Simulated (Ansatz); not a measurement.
Theory: DFT PBE, scalar-relativistic, plane waves, PAW (Ansatz 0.2.0). All cells share a 420 eV cutoff and Γ-centred k meshes spaced at most about 0.3 Å⁻¹ (about 0.25 or finer for metals, 2π included). No spin polarisation in the final relaxations.

All energies are static (0 K, no zero-point motion).

Two forms of GaP were relaxed alike.

A.

```cif
data_structure
_symmetry_space_group_name_H-M 'P6/mmm'
_symmetry_Int_Tables_number 191
_cell_length_a 4.5583
_cell_length_b 4.5583
_cell_length_c 5.7520
_cell_angle_alpha 90.000
_cell_angle_beta 90.000
_cell_angle_gamma 120.000
_cell_volume 103.50
loop_
_atom_site_label
_atom_site_type_symbol
_atom_site_symmetry_multiplicity
_atom_site_Wyckoff_symbol
_atom_site_fract_x
_atom_site_fract_y
_atom_site_fract_z
_atom_site_occupancy
Ga1 Ga 2 d 0.33333 0.66667 0.50000 1
P1 P 2 e 0.00000 0.00000 0.30947 1
```

B.

```cif
data_structure
_symmetry_space_group_name_H-M 'I4_1/amd:1'
_symmetry_Int_Tables_number 141
_cell_length_a 4.8381
_cell_length_b 4.8381
_cell_length_c 5.7311
_cell_angle_alpha 90.000
_cell_angle_beta 90.000
_cell_angle_gamma 90.000
_cell_volume 134.15
loop_
_atom_site_label
_atom_site_type_symbol
_atom_site_symmetry_multiplicity
_atom_site_Wyckoff_symbol
_atom_site_fract_x
_atom_site_fract_y
_atom_site_fract_z
_atom_site_occupancy
Ga1 Ga 4 a 0.00000 0.50000 0.25000 1
P1 P 4 b 0.00000 0.00000 0.50000 1
```

Question: Which would you expect to be lower, and how large is the difference?

Answer: B is lower, by 76 meV/atom. A has space group P6/mmm (No. 191), 25.9 Å³/atom and no gap on its mesh; B has space group I4_1/amd (No. 141), 16.8 Å³/atom and no gap. Counting P atoms around Ga (those within 1.25 times the shortest such distance or 1.15 times the sum of covalent radii; a plus sign parts nearer from farther groups; the shortest distance is added where it is long for a bond), A has Ga 6 from 2.9 Å and B has Ga 6+4 from 2.8 Å. A holds P–P pairs (shortest 2.19 Å); in B the shortest P–P distance is 2.81 Å. Even the lower one lies +0.36 eV/atom against the reference forms of the elements (uncorrected), so neither is stable at this level. In A, Ga is surrounded by 3 Ga at 2.63 Å and 6 P at 2.85 Å; P has 1 P at 2.19 Å and 6 Ga at 2.85 Å. In B, Ga is surrounded by 4 Ga at 2.81 Å, 6 P at 2.81–2.87 Å and 4 P at 3.42 Å; P is surrounded by 6 Ga at 2.81–2.87 Å, 4 P at 2.81 Å and 4 Ga at 3.42 Å. Both come from invented guesses. A third cell relaxed alike, in F-43m (a cell as deposited in COD), lies 0.79 eV/atom below the lower of the two.

Weakly bound directions are ill-defined at this level, which has no dispersion term (P6/mmm), and this can change margins and order among such cells. Cells relaxed within their symmetry can be saddle points.
